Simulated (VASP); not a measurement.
# Pt: equation of state with r2SCAN

The system is Pt.

```xyz
1
Lattice="-1.5714 1.5714 1.5714 1.5714 -1.5714 1.5714 1.5714 1.5714 -1.5714" Properties=species:S:1:pos:R:3 pbc="T T T"
Pt    0.0000    0.0000    3.1428
```

This isn't the form of Pt at room conditions, which is fcc.

```
Program                : VASP 6.6.1
Task                   : equation of state
Functional             : r2SCAN
Potentials or basis    : VASP PAW PBE potentials, release 64 (Pt)
Cutoff                 : 520 eV
k mesh                 : 10 × 10 × 10
Occupations            : fermi-dirac, width 0.05 eV
Spin                   : no spin polarisation
Ladder                 : gaps
Further INCAR settings : ALGO = Normal; EDIFF = 1e-06
```

```json
{"Equilibrium volume": "15.52 Å³/atom", "Bulk modulus": "261 GPa", "Pressure derivative of the bulk modulus": "5.3 (rough: it moves with the points fitted)"}
```

Energy against volume, from the lowest point:
```
volume (Å³/atom)  energy (meV/atom)
          14.901              21.88
          15.211               5.20
          15.522               0.00
          15.832               4.95
          16.142              18.82
```

All runs of the series together: 2 min on 1 thread of AMD EPYC 7R43 64-Core Processor (Zen 3), with other jobs on the host.

Caveat: the PAW data sets were made with another functional, which shifts forces and pressure a little. Spin-orbit coupling is left out, which matters for the levels of Pt.
